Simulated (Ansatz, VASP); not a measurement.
## Sb in VASP and in Ansatz

```
Sb
1.0
     0.00000    2.11264    2.98728
     2.11264    0.00000    2.98728
     2.11264    2.11264    0.00000
Sb
1
Cartesian
  0.0000 0.0000 0.0000
```

Alike in both runs: task single point; functional PBEsol; k mesh 20 × 20 × 20; occupations gaussian, width 0.15 eV; no spin polarisation.

|  | VASP | Ansatz |
| --- | --- | --- |
| version | VASP 6.6.1 | Ansatz 0.2.0 |
| potentials or method | VASP PAW PBE potentials, release 64 (Sb) | scalar-relativistic, plane waves, PAW |
| plane-wave cutoff (eV) | 520 | 420 |
| valence electrons in the cell | 5 | 15 |

```csv
,VASP,Ansatz,Ansatz less VASP
gap on the k mesh at the Fermi level (eV),none,none,-
pressure (GPa),2.3,2.2,-0.08
largest component of the traceless stress (GPa),3.98,3.89,-0.084
```

A gap of «none» marks a metal or a gap that the smearing closes. The two sets of potentials don't hold the same shells in valence.

Caveats: the PAW data sets were made with another functional, which shifts forces and pressure a little (VASP). The runs have no spin-orbit coupling, so splittings on Sb are missing.
